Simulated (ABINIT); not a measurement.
The system is CdF2.

```
Cd F
1.0
     0.00000    2.69400    2.69400
     2.69400    0.00000    2.69400
     2.69400    2.69400    0.00000
Cd F
1 2
Direct
  0.00000 0.00000 0.00000
  0.75000 0.75000 0.75000
  0.25000 0.25000 0.25000
```

Program: ABINIT 10.8.3 (patched build). Alike in all runs: no spin polarisation; cell as given; smearing fermi-dirac 0.05 eV.

Question: Order these runs on this cell by their band gap on the k mesh, lowest first.
A. level r2SCAN; potentials or basis JTH PAW PBE v2.0; k mesh 5 × 5 × 5; cutoff (eV) 762; fine-grid cutoff 1360.57 eV
B. level BP86; potentials or basis JTH PAW PBE v2.0; k mesh 9 × 9 × 9; cutoff (eV) 626; fine-grid cutoff 1224.51 eV
C. level revPBE; potentials or basis JTH PAW PBE v2.0; k mesh 9 × 9 × 9; cutoff (eV) 626; fine-grid cutoff 1224.51 eV
D. level LDA-PZ; potentials or basis JTH PAW LDA v2.0; k mesh 9 × 9 × 9; cutoff (eV) 626; fine-grid cutoff 1224.51 eV

Answer: D (2.80 eV), B (3.05 eV), C (3.26 eV), A (3.84 eV).

Caveats: an odd mesh through Γ misses points on the zone boundary, where band edges often lie (some runs).

Runs at the PBE level aren't shown here.
